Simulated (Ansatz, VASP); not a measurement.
**Two plane-wave programs on I**

```
I
1.0
     0.00000    2.39673    3.96129
     2.22109    0.00000    3.96129
     2.22109    2.39673    0.00000
I
1
Direct
  0.00000 0.00000 0.00000
```

Alike in both runs: task single point; functional PBEsol; k mesh 9 × 9 × 9; occupations fermi-dirac, width 0.05 eV; no spin polarisation.

|  | VASP | Ansatz |
| --- | --- | --- |
| version | VASP 6.6.1 | Ansatz 0.2.0 |
| potentials or method | VASP PAW PBE potentials, release 64 (I) | Ansatz PAW |
| plane-wave cutoff (eV) | 520 | 420 |
| valence electrons in the cell | 7 | 17 |

VASP gave:

| Quantity | Value |
| --- | --- |
| gap on the k mesh at the Fermi level (eV) | none |
| pressure (GPa) | -2.2 |
| largest component of the traceless stress (GPa) | 1.78 |

What did Ansatz give for the same quantities?

gap on the k mesh at the Fermi level (eV): none; pressure (GPa): -2.2; largest component of the traceless stress (GPa): 1.77.

A gap of «none» marks a metal or a gap that the smearing closes. With one functional, cell and mesh, what is left measures potentials, basis and numerics. The two sets of potentials don't hold the same shells in valence.

Caveats: an odd number of electrons without spin polarisation forces a metal; a magnetic or distorted state may lie lower; the PAW data sets were made with another functional, which shifts forces and pressure a little (VASP); the PAW data sets come from PBE, with cores solved anew for the run's functional, which leaves a small shift of forces and pressure (Ansatz). The runs have no spin-orbit coupling, so splittings on I are missing.
